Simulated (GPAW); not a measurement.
# AlN (P6_3mc) in GPAW: settings compared, part 2 of 3

GPAW 26.7.0. The steps go on from the part before.

## (3) Gruneisen, LDA

Contents of run.py:

```python
import json
import numpy as np
from ase import Atoms
from ase.constraints import FixSymmetry
from ase.filters import FrechetCellFilter
from ase.io import write
from ase.optimize import BFGS
from ase.spacegroup import crystal
from phonopy import Phonopy
from phonopy.structure.atoms import PhonopyAtoms
from gpaw import GPAW, PW

# Al 2b
# N 2b
atoms = crystal(['Al', 'N'],
                basis=[[0.6666666667, 0.3333333333, 0.5],
                       [0.6666666667, 0.3333333333, 0.88]],
                spacegroup=186, setting=1,  # P6_3mc
                cellpar=[3.113, 3.113, 4.981, 90.0, 90.0, 120.0],
                primitive_cell=True)

calc = GPAW(mode=PW(800),
            xc='LDA',
            kpts={'size': (7, 7, 4), 'gamma': True},
            occupations={'name': 'fermi-dirac', 'width': 0.05},
            nbands=18,
            convergence={'density': 1e-06, 'forces': 0.0001, 'eigenstates': 1e-09},
            maxiter=150,
            txt='gpaw.txt')
atoms.calc = calc
atoms.set_constraint(FixSymmetry(atoms))
BFGS(FrechetCellFilter(atoms), trajectory='relax.traj', logfile='-').run(fmax=0.005, steps=40)
atoms.set_constraint()
energy = atoms.get_potential_energy()
forces = atoms.get_forces()
stress = atoms.get_stress()
calc.write('gs.gpw')
write('result.traj', atoms)
print('Cell:', atoms.cell.cellpar().round(4))
print(atoms.get_scaled_positions().round(5))

def force_constants(scale):
    unit = PhonopyAtoms(symbols=atoms.get_chemical_symbols(), cell=atoms.cell[:] * scale**(1 / 3),
                        scaled_positions=atoms.get_scaled_positions())
    ph = Phonopy(unit, supercell_matrix=np.diag([1, 1, 1]), primitive_matrix=np.eye(3), symprec=1e-4)
    ph.generate_displacements(distance=0.03)
    forces = []
    for i, sc in enumerate(ph.supercells_with_displacements):
        a = Atoms(sc.symbols, cell=sc.cell, scaled_positions=sc.scaled_positions, pbc=True)
        c = GPAW(mode=PW(680),
                 xc='LDA',
                 kpts={'size': (7, 7, 4), 'gamma': True},
                 occupations={'name': 'fermi-dirac', 'width': 0.05},
                 nbands=18,
                 convergence={'density': 1e-06, 'forces': 0.0001, 'eigenstates': 1e-09},
                 maxiter=150,
                 txt=f'disp-{scale:.3f}-{i:02d}.txt')
        a.calc = c
        f = a.get_forces()
        forces.append(f - f.mean(axis=0))
        print(f'displacement {i}: drift', f.mean(axis=0).round(5), flush=True)
    ph.forces = forces
    ph.produce_force_constants()
    ph.symmetrize_force_constants()
    return ph

qpoints = [[0.0, 0.0, 0.0]]
results = {}
for scale in [0.99, 1.0, 1.01]:
    ph = force_constants(scale)
    ph.run_qpoints(qpoints)
    nu = ph.qpoints.frequencies * 33.35641  # THz to cm^-1
    results[f'{scale:.3f}'] = nu.tolist()
    for qp, f in zip(qpoints, nu):
        print(scale, np.round(qp, 4), f.round(2))

lo, mid, hi = (np.array(results[x]) for x in ('0.990', '1.000', '1.010'))
gamma = np.where(abs(mid) > 5, -(hi - lo) / (np.log(1.01 / 0.99) * np.where(abs(mid) > 5, mid, 1)), 0)
results['gamma'] = gamma.tolist()
print('Mode Grueneisen parameters:')
print(gamma.round(3))
json.dump(results, open('phonons.json', 'w'))
```

Potentials or basis: the program's PAW data sets (release 1.2.1) made for this functional, pw.

Command:

```console
$ OMP_NUM_THREADS=1 python run.py
```

gpaw.txt:

```text
__  _  _
 | _ |_)|_||  |
 |__||  | ||/\| - 26.7.0

Input parameters:
  mode=PW(ecut=800.0),
  convergence={'density': 1e-06, 'forces': 0.0001, 'eigenstates': 1e-09},
  kpts=MonkhorstPack(size=(7, 7, 4), gamma=True),
  maxiter=150,
  nbands=18,
  occupations=Occupations(name='fermi-dirac', width=0.05),
  xc=XC(name='LDA')

Diagonalizing LCAO Hamiltonian
Converting LCAO to pw mode

           N

           Al
        N

        Al

Atoms  # Å, Bohr magnetons
|   | symbol |        x |        y |        z |    initial magnetic moments |
|---|--------|----------|----------|----------|-----------------------------|
| 0 |     Al | 1.556500 | 0.898646 | 2.490500 | ( 0.0000,  0.0000,  0.0000) |
| 1 |     Al | 0.000000 | 1.797291 | 0.000000 | ( 0.0000,  0.0000,  0.0000) |
| 2 |      N | 1.556500 | 0.898646 | 4.383280 | ( 0.0000,  0.0000,  0.0000) |
| 3 |      N | 0.000000 | 1.797291 | 1.892780 | ( 0.0000,  0.0000,  0.0000) |

Unit cell  # Å
| periodic |         x |        y |        z |  lengths |     angles |
|----------|-----------|----------|----------|----------|------------|
|      yes |  3.113000 | 0.000000 | 0.000000 | 3.113000 |  90.000000 |
|      yes | -1.556500 | 2.695937 | 0.000000 | 3.113000 |  90.000000 |
|      yes |  0.000000 | 0.000000 | 4.981000 | 4.981000 | 120.000000 |

Number of symmetries: 6
Symmetry operations  # r_c * U_cc + t_c -> r_c
|   | kind |            matrix            |
|---|------|------------------------------|
| 0 |  σ   |  1, 1, 0,  0,-1, 0,  0, 0, 1 |
| 1 |  E   |  1, 0, 0,  0, 1, 0,  0, 0, 1 |
| 2 |  C3  |  0, 1, 0, -1,-1, 0,  0, 0, 1 |
| 3 |  σ   |  0,-1, 0, -1, 0, 0,  0, 0, 1 |
| 4 |  σ   | -1, 0, 0,  1, 1, 0,  0, 0, 1 |
| 5 |  C3  | -1,-1, 0,  1, 0, 0,  0, 0, 1 |
[... 189 lines left out ...]
Stress tensor  # eV/Ang^3
|        x |        y |        z |
|----------|----------|----------|
| 0.028074 | 0.000000 | 0.000000 |
| 0.000000 | 0.028074 | 0.000000 |
| 0.000000 | 0.000000 | 0.017501 |

Forces  # eV/Ang
|        x |       y |        z |
|----------|---------|----------|
|  0.00000 | 0.00000 | -0.11999 |  # Al   0
| -0.00000 | 0.00000 | -0.12000 |  # Al   1
| -0.00000 | 0.00000 |  0.11999 |  # N    2
|  0.00000 | 0.00000 |  0.12000 |  # N    3

[... 258 lines left out ...]
|      yes |  0.000000 | -0.000000 | 4.961429 | 4.961429 | 120.000000 |

Number of symmetries: 6
Symmetry operations  # r_c * U_cc + t_c -> r_c
|   | kind |            matrix            |
|---|------|------------------------------|
| 0 |  σ   |  1, 1, 0,  0,-1, 0,  0, 0, 1 |
| 1 |  E   |  1, 0, 0,  0, 1, 0,  0, 0, 1 |
| 2 |  C3  |  0, 1, 0, -1,-1, 0,  0, 0, 1 |
| 3 |  σ   |  0,-1, 0, -1, 0, 0,  0, 0, 1 |
| 4 |  σ   | -1, 0, 0,  1, 1, 0,  0, 0, 1 |
| 5 |  C3  | -1,-1, 0,  1, 0, 0,  0, 0, 1 |
[... 418 lines left out ...]
Gap: 4.392 eV
Transition (v -> c):
  (s=0, k=0, n=7, [0.00, 0.00, 0.00]) -> (s=0, k=0, n=8, [0.00, 0.00, 0.00])
No difference between direct/indirect transitions

Stress tensor  # eV/Ang^3
|        x |         y |         z |
|----------|-----------|-----------|
| 0.001049 | -0.000000 |  0.000000 |
| 0.000000 |  0.001049 | -0.000000 |
| 0.000000 | -0.000000 |  0.007263 |

Forces  # eV/Ang
|        x |        y |        z |
|----------|----------|----------|
| -0.00000 |  0.00000 |  0.06313 |  # Al   0
|  0.00000 | -0.00000 |  0.06313 |  # Al   1
|  0.00000 | -0.00000 | -0.06313 |  # N    2
| -0.00000 |  0.00000 | -0.06312 |  # N    3
[... 217 lines left out ...]
Gap: 4.426 eV
Transition (v -> c):
  (s=0, k=0, n=7, [0.00, 0.00, 0.00]) -> (s=0, k=0, n=8, [0.00, 0.00, 0.00])
No difference between direct/indirect transitions

Stress tensor  # eV/Ang^3
|         x |         y |        z |
|-----------|-----------|----------|
| -0.000522 | -0.000000 | 0.000000 |
| -0.000000 | -0.000522 | 0.000000 |
|  0.000000 |  0.000000 | 0.000579 |

Forces  # eV/Ang
|        x |        y |        z |
|----------|----------|----------|
| -0.00000 | -0.00000 | -0.00089 |  # Al   0
|  0.00000 |  0.00000 | -0.00089 |  # Al   1
|  0.00000 |  0.00000 |  0.00088 |  # N    2
| -0.00000 | -0.00000 |  0.00089 |  # N    3
[... 18 lines left out ...]
Unit cell  # Å
| periodic |         x |         y |         z |  lengths |     angles |
|----------|-----------|-----------|-----------|----------|------------|
|      yes |  3.092227 | -0.000000 |  0.000000 | 3.092227 |  90.000000 |
|      yes | -1.546113 |  2.677947 | -0.000000 | 3.0922
[... cut ...]
  | kind |    occ | energy [eV] | rcut [Å] |
    |------|--------|-------------|----------|
    |   3s |  2.000 |      -7.830 |    1.085 |
    |   3p |  1.000 |      -2.783 |    1.085 |
    |    s |        |      19.382 |    1.085 |
    |    p |        |      24.428 |    1.085 |
    |    d |        |       0.000 |    1.085 |
[... 352 lines left out ...]
Gap: 4.423 eV
Transition (v -> c):
  (s=0, k=0, n=7, [0.00, 0.00, 0.00]) -> (s=0, k=0, n=8, [0.00, 0.00, 0.00])
No difference between direct/indirect transitions

Stress tensor  # eV/Ang^3
|         x |         y |        z |
|-----------|-----------|----------|
| -0.000038 | -0.000000 | 0.000000 |
| -0.000000 | -0.000038 | 0.000000 |
|  0.000000 |  0.000000 | 0.000599 |

Forces  # eV/Ang
|        x |        y |        z |
|----------|----------|----------|
|  0.00000 |  0.00000 | -0.00230 |  # Al   0
| -0.00000 | -0.00000 | -0.00230 |  # Al   1
| -0.00000 | -0.00000 |  0.00230 |  # N    2
|  0.00000 |  0.00000 |  0.00230 |  # N    3
[... 221 lines left out ...]
Stress tensor  # eV/Ang^3
|         x |         y |         z |
|-----------|-----------|-----------|
|  0.000163 |  0.000000 | -0.000000 |
|  0.000000 |  0.000163 | -0.000000 |
| -0.000000 | -0.000000 |  0.000437 |

Forces  # eV/Ang
|       x |        y |        z |
|---------|----------|----------|
| 0.00000 |  0.00000 | -0.00221 |  # Al   0
| 0.00000 | -0.00000 | -0.00221 |  # Al   1
| 0.00000 | -0.00000 |  0.00220 |  # N    2
| 0.00000 |  0.00000 |  0.00221 |  # N    3

# Writing to gs.gpw (mode='')
```

Run time: 11 min. Hardware: 1 thread of Arm Neoverse V2, shared host; peak memory 0.55 GiB.

Results:

| Property | Result |
| --- | --- |
| Free energy | -32.8677 eV |
| Relaxed volume | 10.25 Å³/atom |
| Relaxed cell | a = 3.093 Å, b = 3.093 Å, c = 4.951 Å, α = 90.00°, β = 90.00°, γ = 120.00° |
| Space group after relaxing (to 0.05 Å) | P6_3mc (No. 186) |
| Pressure after relaxing | 0.0 GPa |
| Band gap on the k mesh | 4.42 eV, direct |
| Highest phonon frequency at Γ, LO-TO splitting left out | 737 cm⁻¹ |

Forces in eV/Å, atoms in the order of the input:
```
Al   0.000  0.000 -0.002
Al   0.000  0.000 -0.002
N    0.000  0.000  0.002
N    0.000  0.000  0.002
```

Final structure:
```
Al N
1.0
     3.09278    0.00000    0.00000
    -1.54639    2.67842    0.00000
     0.00000    0.00000    4.95147
Al N
2 2
Direct
  0.66667 0.33333 0.49908
  0.33333 0.66667 0.99908
  0.66667 0.33333 0.88092
  0.33333 0.66667 0.38092
```

Phonon frequencies in cm⁻¹ (negative: imaginary):
```
              q point                                frequencies
(0.000, 0.000, 0.000)  0 0 0 238 238 556 627 674 674 684 684 737
```

Mode Grüneisen parameters of phonons at Γ, in order of frequency: -0.20, -0.20, 0.99, 1.50, 1.62, 1.62, 1.46, 1.46, 1.13

Caveat: the cutoff is short for stress and forces, so pressures can be off by a GPa or more; the density grid can change from cell to cell, which puts small steps into energies and stress; the LO-TO splitting is left out.

[end of part 2 of 3]
